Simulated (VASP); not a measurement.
# Be (P4/mmm) in VASP: a series of runs

One crystal, Be, is run at these levels: PBE; tasks: single point, band structure.

All numbers are computed with VASP 6.6.1; they aren't measurements. Logs are shortened: lines on timing, memory, paths and dates and some standing lists are left out, and cuts for length are marked.

## Step 1: The crystal as given

It takes space group P4/mmm (No. 123, tetragonal). The conventional cell has a = 2.233 Å, b = 2.233 Å, c = 2.066 Å, α = 90.00°, β = 90.00°, γ = 90.00°. Be (site symmetry 4/mmm) is surrounded by 6 Be at 2.07 to 2.23 Å.

The cell was built by a generator and needn't be a form met in nature.

## Step 2: Single point, PBE, 10.29 Å³/atom (strain = -0.04)

The input, INCAR:

```
SYSTEM = Be
PREC = Accurate ; ENCUT = 520
EDIFF = 1E-7 ; ISMEAR = -1
SIGMA = 0.05 ; LREAL = .False.
LASPH = .True. ; NELM = 60
ALGO = Fast ; ISIF = 2
LWAVE = .False. ; LCHARG = .False.
GGA = PE ; NBANDS = 7
```

The input, KPOINTS:

```
regular mesh
0
Gamma
  12 12 13
  0 0 0
```

The input, POSCAR:

```
Be
1.0
    2.2327400000     -0.0446548000      0.0000000000
   -0.0446548000      2.2327400000      0.0000000000
    0.0000000000      0.0000000000      2.0656500000
Be
1
Direct
    0.5000000000      0.5000000000      0.0000000000
```

Potentials or basis: VASP PAW PBE potentials, release 64 (Be).

On the command line:

```bash
> cat potpaw_PBE.64/Be/POTCAR > POTCAR
> mpirun -np 1 vasp_std > vasp.out
```

OUTCAR:

```text
SYSTEM = Be
   PREC = Accurate
   ENCUT = 520
   EDIFF = 1E-7
   ISMEAR = -1
   LREAL = .False.
   LASPH = .True.
   NELM = 60
   ISIF = 2
   GGA = PE

 ion  position               nearest neighbor table
   1  0.500  0.500  0.000-

  LATTYP: Found a base centered orthorhombic cell.
 ALAT       =     3.0944197655
 B/A-ratio  =     1.0408163265
 C/A-ratio  =     0.6675403328

  Lattice vectors:

 A1 = (   2.2327400000,  -0.0446548000,   0.0000000000)
 A2 = (  -0.0446548000,   2.2327400000,   0.0000000000)
 A3 = (   0.0000000000,   0.0000000000,   2.0656500000)

Analysis of symmetry for initial positions (statically):
=====================================================================
 Subroutine PRICEL returns:
 Original cell was already a primitive cell.

 Routine SETGRP: Setting up the symmetry group for a
 base centered orthorhombic supercell.

 Subroutine GETGRP returns: Found  8 space group operations
 (whereof  8 operations were pure point group operations)
 out of a pool of  8 trial point group operations.

The static configuration has the point symmetry D_2h.

Analysis of symmetry for dynamics (positions and initial velocities):
=====================================================================
 Subroutine PRICEL returns:
 Original cell was already a primitive cell.

 Routine SETGRP: Setting up the symmetry group for a
 base centered orthorhombic supercell.

 Subroutine GETGRP returns: Found  8 space group operations
 (whereof  8 operations were pure point group operations)
 out of a pool of  8 trial point group operations.

The dynamic configuration has the point symmetry D_2h.

 Subroutine INISYM returns: Found  8 space group operations
 (whereof  8 operations are pure point group operations),
 and found     1 'primitive' translations

----------------------------------------------------------------------------------------

                                     Primitive cell

  volume of cell :      10.2934

  direct lattice vectors                    reciprocal lattice vectors
     2.232740000 -0.044654800  0.000000000     0.448059407  0.008961188  0.000000000
    -0.044654800  2.232740000  0.000000000     0.008961188  0.448059407  0.000000000
     0.000000000  0.000000000  2.065650000     0.000000000  0.000000000  0.484109118

  length of vectors
     2.233186503  2.233186503  2.065650000     0.448149010  0.448149010  0.484109118

  position of ions in fractional coordinates (direct lattice)
     0.500000000  0.500000000  0.000000000

  ion indices of the primitive-cell ions
   primitive index   ion index
                 1           1

----------------------------------------------------------------------------------------

 KPOINTS: regular mesh

Automatic generation of k-mesh.
 Grid dimensions read from file:
 generate k-points for:   12   12   13

 Generating k-lattice:

  Cartesian coordinates                     Fractional coordinates (reciprocal lattice)
     0.037338284  0.000746766  0.000000000     0.083333333  0.000000000  0.000000000
     0.000746766  0.037338284  0.000000000     0.000000000  0.083333333  0.000000000
     0.000000000  0.000000000  0.037239163     0.000000000  0.000000000  0.076923077

  Length of vectors
     0.037345751  0.037345751  0.037239163

  Shift w.r.t. Gamma in fractional coordinates (k-lattice)
     0.000000000  0.000000000  0.000000000

 Subroutine IBZKPT returns following result:
 ===========================================

 Found    301 irreducible k-points:

 Following reciprocal coordinates:
            Coordinates               Weight
  0.000000  0.000000  0.000000      1.000000
  0.083333  0.000000  0.000000      4.000000
  0.166667 -0.000000  0.000000      4.000000
  0.250000  0.000000  0.000000      4.000000
  0.333333  0.000000  0.000000      4.000000
  0.416667  0.000000  0.000000      4.000000
[... 16 lines left out ...]
  0.500000  0.166667  0.000000      4.000000
 -0.416667  0.166667  0.000000      4.000000
 [... further k-points ...]
   k-points           NKPTS =    301   k-points in BZ     NKDIM =    301   number of bands    NBANDS=      7
   number of dos      NEDOS =    301   number of ions     NIONS =      1
   total plane-waves  NPLWV =   5184
   dimension x,y,z NGX =    18 NGY =   18 NGZ =   16
   dimension x,y,z NGXF=    36 NGYF=   36 NGZF=   32
   ions per type =               1
   NGX,Y,Z   is equivalent  to a cutoff of  13.40, 13.40, 12.88 a.u.
   NGXF,Y,Z  is equivalent  to a cutoff of  26.80, 26.80, 25.75 a.u.
 SYSTEM =  Be
   PREC   = accura    normal or accurate (medium, high low for compatibility)
   ISTART =      0    job   : 0-new  1-cont  2-samecut
   ICHARG =      2    charge: 1-file 2-atom 10-const
   ISPIN  =      1    spin polarized calculation?
   LNONCOLLINEAR =      F non collinear calculations
   LSORBIT =      F    spin-orbit coupling
   LASPH  =      T    aspherical Exc in radial PAW
   ENCUT  =  520.0 eV  38.22 Ry    6.18 a.u.   4.15  4.15  3.84*2*pi/ulx,y,z
   NELM   =     60;   NELMIN=  2; NELMDL= -5     # of ELM steps
   EDIFF  = 0.1E-06   stopping-criterion for ELM
   LREAL  =      F    real-space projection
   EDIFFG = 0.1E-05   stopping-criterion for IOM
   NSW    =      0    number of steps for IOM
   IBRION =     -1    ionic relax: 0-MD 1-quasi-New 2-CG
   NFREE  =      0    steps in history (QN), initial steepest desc. (CG)
   ISIF   =      2    stress and relaxation
   ISYM   =      2    0-nonsym 1-usesym 2-fastsym
   POTIM  = 0.5000    time-step for ionic-motion
   TEBEG  =    0.0;   TEEND  =   0.0 temperature during run
   PSTRESS=    0.0 pullay stress
   NELECT =       2.0000    total number of electrons
   NUPDOWN=      -1.0000    fix difference up-down
   EMIN   =  10.00;   EMAX   =-10.00  energy-range for DOS
   EFERMI =   0.00;   METHOD = LEGACY
   ISMEAR =    -1;   SIGMA  =   0.05  broadening in eV -4-tet -1-fermi 0-gaus
   EFERMI_NEDOS =   21; number of points for ismear=-14 and -15
   IALGO  =     68    algorithm
   IMIX   =      4    mixing-type and parameters
     AMIX     =   0.40;   BMIX     =  1.00
     AMIX_MAG =   1.60;   BMIX_MAG =  1.00
  volume/ion in A,a.u.               =      10.29        69.46
  Fermi-wavevector in a.u.,A,eV,Ry     =   0.948197  1.791832 12.232683  0.899077
  Thomas-Fermi vector in A             =   2.076362
   LORBIT       =      0    0 simple, 1 ext, 2 COOP (PROOUT), +10 PAW based schemes
   GGA     = PE    functional components
   LHFCALC =     F    Hartree Fock is set to
   AEXX    =    0.0000 exact exchange contribution
   IVDW    =     0    specifies the selected vdW correction
   LEPSILON=     F    determine dielectric tensor
   LRPA    =     F    only Hartree local field effects (RPA)
 non-spin polarized calculation
 RMM-DIIS sequential band-by-band and
  energy-cutoff  :      520.00
  volume of cell :       10.29
 maximum number of plane-waves:       288
 NGX is ok and might be reduce to    18
   NGX =  9   NGY =  9   NGZ =  7

 number of electron       2.0000000 magnetization

 Free energy of the ion-electron system (eV)
  ---------------------------------------------------
  ext. energy  EPLUGINS =         0.00000000
  ---------------------------------------------------
  free energy    TOTEN  =        -2.76725647 eV

  energy without entropy =       -2.76325581  energy(sigma->0) =       -2.76525614

 E-fermi :   4.6691     XC(G=0):  -9.7408

 val. band max:        4.6680465472   @ k =   0.4167   0.3333   0.3077
 cond. band min:       4.6953671979   @ k =   0.3333   0.2500   0.4615
 fundamental gap:      0.0273206507
 Fermi energy:         4.6690579240

 k-point     1 :       0.0000    0.0000    0.0000
  band No.  band energies     occupation
      1      -4.8983      2.00000
      2      16.8784      0.00000
      3      17.1433      0.00000
      4      20.9560      0.00000
      5      22.6311      0.00000
      6      24.7759      0.00000
      7      33.3028      0.00000

 k-point     2 :       0.0833    0.0000    0.0000
  band No.  band energies     occupation
      1      -4.7343      2.00000
      2      15.0997      0.00000
      3      17.1689      0.00000
      4      21.1063      0.00000
      5      23.8449      0.00000
      6      25.9725      0.00000
      7      33.0786      0.00000

 k-point     3 :       0.1667   -0.0000    0.0000
  band No.  band energies     occupation
      1      -4.2434      2.00000
      2      11.9603      0.00000
      3      17.6180      0.00000
      4      21.5427      0.00000
      5      24.7456      0.00000
      6      29.6586      0.00000
      7      32.4844      0.00000

 k-point     4 :       0.2500    0.0000    0.0000
  band No.  band energies     occupation
      1      -3.4310      2.00000
      2       8.8936      0.00000
      3      18.3230      0.00000
      4      22.2152      0.00000
      5      25.7123      0.00000
      6      31.6343      0.00000
      7      33.9347      0.00000

 k-point     5 :       0.3333    0.0000    0.0000
  band No.  band energies     occupation
      1      -2.3140      2.00000
      2       6.1240      0.00000
      3      19.1738      0.00000
      4      23.0125      0.00000
      5      26.9155      0.00000
      6      30.8032      0.00000
      7      34.0538      0.00000
[... 161 lines left out ...]
 k-point    22 :       0.4167    0.1667    0.0000
  band No.  band energies     occupation
      1      -0.1443      2.00000
      2       4.0649      1.99999
      3      15.9605      0.00000
      4      23.2951      0.00000
      5      24.2699      0.00000
      6      33.6319      0.00000
      7      36.0086      0.00000

 k-point    23 :       0.5000    0.1667    0.0000
  band No.  band energies     occupation
      1       0.7401      2.00000
      2       2.9264      2.00000
      3      16.9206      0.00000
      4      21.7553      0.00000
      5      24.5192      0.00000
      6      34.1336      0.00000
      7      35.3085      0.00000

 k-point    24 :      -0.4167    0.1667    0.0000
  band No.  band energies     occupation
      1      -0.3913      2.00000
      2       4.4253      1.98483
      3      16.7954      0.00000
      4      21.9360      0.00000
      5      24.2007      0.00000
      6      33.2081      0.00000
      7      35.5486      0.00000

 [... further k-points ...]

------------------------ aborting loop because EDIFF is reached ----------------------------------------

  FORCE on cell =-STRESS in cart. coord.  units (eV):
  Direction    XX          YY          ZZ          XY          YZ          ZX
  --------------------------------------------------------------------------------------
  -------------------------------------------------------------------------------------
  Total        0.0650064      0.0650064     -0.0971774     -0.2631002      0.0000000      0.0000000
  in kB       10.1182996     10.1182996    -15.1257319    -40.9517572      0.0000000      0.0000000
  external PRESSURE =       1.7036224 kB  Pullay stress =       0.0000000 kB

 VOLUME and BASIS-vectors are now :
 -----------------------------------------------------------------------------
  energy-cutoff  :      520.00
  volume of cell :       10.29
      direct lattice vectors                 reciprocal lattice vectors
     2.232740000 -0.044654800  0.000000000     0.448059407  0.008961188  0.000000000
    -0.044654800  2.232740000  0.000000000     0.008961188  0.448059407  0.000000000
     0.000000000  0.000000000  2.065650000     0.000000000  0.000000000  0.484109118

 POSITION                                       TOTAL-FORCE (eV/Angst)
 -----------------------------------------------------------------------------------
      1.09404      1.09404      0.00000         0.000000      0.000000      0.000000
 -----------------------------------------------------------------------------------
    total drift:                               -0.000000     -0.000000     -0.000000

  FREE ENERGIE OF THE ION-ELECTRON SYSTEM (eV)
  ---------------------------------------------------
  free  energy   TOTEN  =        -2.7672564721 eV

  energy  without entropy=       -2.7632558095  energy(sigma->0) =       -2.76525614
```

Wall time 18 s (1 thread of AMD EPYC 7R43 (Zen 3), shared host); peak memory 0.09 GiB.

What came out:

```
Free energy            : -2.7673 eV
Pressure               : 0.2 GPa
Band gap on the k mesh : none (metal or under the smearing width)
```

## Step 3: Single point, PBE, 10.30 Å³/atom (strain = -0.02)

INCAR is that of step 2.

KPOINTS is that of step 2.

The input, POSCAR:

```
Be
1.0
    2.2327400000     -0.0223274000      0.0000000000
   -0.0223274000      2.2327400000      0.0000000000
    0.0000000000      0.0000000000      2.0656500000
Be
1
Direct
    0.5000000000      0.5000000000      0.0000000000
```

Potentials or basis: VASP PAW PBE potentials, release 64 (Be).

On the command line:

```bash
> cat potpaw_PBE.64/Be/POTCAR > POTCAR
> mpirun -np 1 vasp_std > vasp.out
```

It took 22 s on 1 thread of AMD EPYC 7R43 (Zen 3), shared host; peak memory 0.09 GiB.

Results (log left out):

```
Free energy            : -2.7634 eV
Pressure               : 0.2 GPa
Band gap on the k mesh : none (metal or under the smearing width)
```

## Step 4: Band structure, PBE

The input, POSCAR:

```
Be
1.0
    2.2327400000      0.0000000000      0.0000000000
    0.0000000000      2.2327400000      0.0000000000
    0.0000000000      0.0000000000      2.0656500000
Be
1
Direct
    0.5000000000      0.5000000000      0.0000000000
```

The input, INCAR.step1:

```
SYSTEM = Be
PREC = Accurate ; ENCUT = 600
EDIFF = 1E-6 ; ISMEAR = -1
SIGMA = 0.05 ; LREAL = .False.
LASPH = .True. ; NELM = 80
ALGO = Normal ; ISIF = 2
LWAVE = .False. ; LCHARG = .True.
GGA = PE ; NBANDS = 7
```

The input, KPOINTS.step1:

```
Automatic mesh
0
Gamma
  12 12 13
  0 0 0
```

The input, INCAR.step2:

```
SYSTEM = Be
PREC = Accurate ; ENCUT = 600
EDIFF = 1E-6 ; ISMEAR = 0
SIGMA = 0.05 ; LREAL = .False.
LASPH = .True. ; NELM = 80
ALGO = Normal ; ISIF = 2
LWAVE = .False. ; LCHARG = .False.
GGA = PE ; NBANDS = 7
ICHARG = 11
```

The input, KPOINTS.step2:

```
path GXMGZRAZ,XR,MA
20
line-mode
reciprocal
 0.0000000000  0.0000000000  0.0000000000  G
 0.0000000000  0.5000000000  0.0000000000  X

 0.0000000000  0.5000000000  0.0000000000  X
 0.5000000000  0.5000000000  0.0000000000  M

 0.5000000000  0.5000000000  0.0000000000  M
 0.0000000000  0.0000000000  0.0000000000  G

 0.0000000000  0.0000000000  0.0000000000  G
 0.0000000000  0.0000000000  0.5000000000  Z

 0.0000000000  0.0000000000  0.5000000000  Z
 0.0000000000  0.5000000000  0.5000000000  R

 0.0000000000  0.5000000000  0.5000000000  R
 0.5000000000  0.5000000000  0.5000000000  A

 0.5000000000  0.5000000000  0.5000000000  A
 0.0000000000  0.0000000000  0.5000000000  Z

 0.0000000000  0.5000000000  0.0000000000  X
 0.0000000000  0.5000000000  0.5000000000  R

 0.5000000000  0.5000000000  0.0000000000  M
 0.5000000000  0.5000000000  0.5000000000  A
```

On the command line:

```bash
> cat potpaw_PBE.64/Be/POTCAR > POTCAR
> cp INCAR.step1 INCAR
> cp KPOINTS.step1 KPOINTS
> mpirun -np 1 vasp_std > vasp.out
> cp INCAR.step2 INCAR
> cp KPOINTS.step2 KPOINTS
> mpirun -np 1 vasp_std > vasp.out
```

It took 10 s on 1 thread of Intel Xeon Platinum 8488C (Sapphire Rapids), shared host; peak memory 0.12 GiB.

Results (log left out):

```yaml
Band_gap_along_the_path: none (metal or under the smearing width)
```

Levels at the corners of the path, in eV from the Fermi level:
| point | band 1 | band 2 | band 3 | band 4 | band 5 | band 6 |
| --- | --- | --- | --- | --- | --- | --- |
| Γ | -9.56 | 12.32 | 12.32 | 16.29 | 17.93 | 20.10 |
| X | -4.68 | -2.19 | 15.70 | 19.34 | 24.50 | 24.90 |
| X | -4.68 | -2.19 | 15.70 | 19.34 | 24.50 | 24.90 |
| M | 0.26 | 0.26 | 6.16 | 6.23 | 21.84 | 34.64 |
| M | 0.26 | 0.26 | 6.16 | 6.23 | 21.84 | 34.64 |
| Γ | -9.56 | 12.32 | 12.32 | 16.29 | 17.93 | 20.10 |
| Γ | -9.56 | 12.32 | 12.32 | 16.29 | 17.93 | 20.10 |
| Z | -4.23 | -0.59 | 16.90 | 16.90 | 23.66 | 24.85 |
| Z | -4.23 | -0.59 | 16.90 | 16.90 | 23.66 | 24.85 |
| R | 0.49 | 1.67 | 7.08 | 7.81 | 19.61 | 31.06 |
| R | 0.49 | 1.67 | 7.08 | 7.81 | 19.61 | 31.06 |
| A | 4.60 | 5.96 | 5.96 | 13.13 | 13.13 | 13.84 |
| A | 4.60 | 5.96 | 5.96 | 13.13 | 13.13 | 13.84 |
| Z | -4.23 | -0.59 | 16.90 | 16.90 | 23.66 | 24.85 |
| X | -4.68 | -2.19 | 15.70 | 19.34 | 24.50 | 24.90 |
| R | 0.49 | 1.67 | 7.08 | 7.81 | 19.61 | 31.06 |
| M | 0.26 | 0.26 | 6.16 | 6.23 | 21.84 | 34.64 |
| A | 4.60 | 5.96 | 5.96 | 13.13 | 13.13 | 13.84 |

Caveat: the log is that of the step along the path at fixed density, whose energy, stress, charges and moments have no meaning.

## Step 5: Band structure, PBE

POSCAR is that of step 4.

INCAR.step1 is that of step 4.

KPOINTS.step1 is that of step 4.

INCAR.step2 is that of step 4.

KPOINTS.step2 is that of step 4.

On the command line:

```bash
> cat potpaw_PBE.64/Be/POTCAR > POTCAR
> cp INCAR.step1 INCAR
> cp KPOINTS.step1 KPOINTS
> mpirun -np 1 vasp_std > vasp.out
> cp INCAR.step2 INCAR
> cp KPOINTS.step2 KPOINTS
> mpirun -np 1 vasp_std > vasp.out
```

It took 11 s on 1 thread of Intel Xeon Platinum 8488C (Sapphire Rapids), shared host; peak memory 0.12 GiB.

Results (log left out):

| Item | Value |
| --- | --- |
| Band gap along the path | none (metal or under the smearing width) |

Levels at the corners of the path, in eV from the Fermi level:
| point | band 1 | band 2 | band 3 | band 4 |
| --- | --- | --- | --- | --- |
| Γ | -9.56 | 12.32 | 12.32 | 16.29 |
| X | -4.68 | -2.19 | 15.70 | 19.34 |
| X | -4.68 | -2.19 | 15.70 | 19.34 |
| M | 0.26 | 0.26 | 6.16 | 6.23 |
| M | 0.26 | 0.26 | 6.16 | 6.23 |
| Γ | -9.56 | 12.32 | 12.32 | 16.29 |
| Γ | -9.56 | 12.32 | 12.32 | 16.29 |
| Z | -4.23 | -0.59 | 16.90 | 16.90 |
| Z | -4.23 | -0.59 | 16.90 | 16.90 |
| R | 0.49 | 1.67 | 7.08 | 7.81 |
| R | 0.49 | 1.67 | 7.08 | 7.81 |
| A | 4.60 | 5.96 | 5.96 | 13.13 |
| A | 4.60 | 5.96 | 5.96 | 13.13 |
| Z | -4.23 | -0.59 | 16.90 | 16.90 |
| X | -4.68 | -2.19 | 15.70 | 19.34 |
| R | 0.49 | 1.67 | 7.08 | 7.81 |
| M | 0.26 | 0.26 | 6.16 | 6.23 |
| A | 4.60 | 5.96 | 5.96 | 13.13 |

Caveat: the log is that of the step along the path at fixed density, whose energy, stress, charges and moments have no meaning.

## Step 6: Band structure, PBE

POSCAR is that of step 5.

Changes to INCAR.step1 since step 5:

```diff
@@ -7,2 +7,2 @@
 LWAVE = .False. ; LCHARG = .True.
-GGA = PE ; NBANDS = 7
+GGA = PE ; NBANDS = 8
```

KPOINTS.step1 is that of step 5.

Changes to INCAR.step2 since step 5:

```diff
@@ -7,3 +7,3 @@
 LWAVE = .False. ; LCHARG = .False.
-GGA = PE ; NBANDS = 7
+GGA = PE ; NBANDS = 8
 ICHARG = 11
```

KPOINTS.step2 is that of step 5.

Potentials or basis: VASP PAW PBE potentials, release 64 (Be_sv).

On the command line:

```bash
> cat potpaw_PBE.64/Be_sv/POTCAR > POTCAR
> cp INCAR.step1 INCAR
> cp KPOINTS.step1 KPOINTS
> mpirun -np 1 vasp_std > vasp.out
> cp INCAR.step2 INCAR
> cp KPOINTS.step2 KPOINTS
> mpirun -np 1 vasp_std > vasp.out
```

It took 12 s on 1 thread of Intel Xeon Platinum 8488C (Sapphire Rapids), shared host; peak memory 0.12 GiB.

Results (log left out):

```
Band gap along the path : none (metal or under the smearing width)
```

Levels at the corners of the path, in eV from the Fermi level:
| point | band 2 | band 3 | band 4 | band 5 | band 6 | band 7 |
| --- | --- | --- | --- | --- | --- | --- |
| Γ | -9.55 | 12.32 | 12.32 | 16.30 | 17.96 | 20.15 |
| X | -4.68 | -2.19 | 15.70 | 19.36 | 24.50 | 24.98 |
| X | -4.68 | -2.19 | 15.70 | 19.36 | 24.50 | 24.98 |
| M | 0.26 | 0.26 | 6.18 | 6.24 | 21.85 | 34.62 |
| M | 0.26 | 0.26 | 6.18 | 6.24 | 21.85 | 34.62 |
| Γ | -9.55 | 12.32 | 12.32 | 16.30 | 17.96 | 20.15 |
| Γ | -9.55 | 12.32 | 12.32 | 16.30 | 17.96 | 20.15 |
| Z | -4.23 | -0.59 | 16.90 | 16.90 | 23.66 | 24.90 |
| Z | -4.23 | -0.59 | 16.90 | 16.90 | 23.66 | 24.90 |
| R | 0.49 | 1.66 | 7.09 | 7.82 | 19.60 | 31.06 |
| R | 0.49 | 1.66 | 7.09 | 7.82 | 19.60 | 31.06 |
| A | 4.60 | 5.96 | 5.96 | 13.14 | 13.14 | 13.86 |
| A | 4.60 | 5.96 | 5.96 | 13.14 | 13.14 | 13.86 |
| Z | -4.23 | -0.59 | 16.90 | 16.90 | 23.66 | 24.90 |
| X | -4.68 | -2.19 | 15.70 | 19.36 | 24.50 | 24.98 |
| R | 0.49 | 1.66 | 7.09 | 7.82 | 19.60 | 31.06 |
| M | 0.26 | 0.26 | 6.18 | 6.24 | 21.85 | 34.62 |
| A | 4.60 | 5.96 | 5.96 | 13.14 | 13.14 | 13.86 |

Caveat: the log is that of the step along the path at fixed density, whose energy, stress, charges and moments have no meaning.
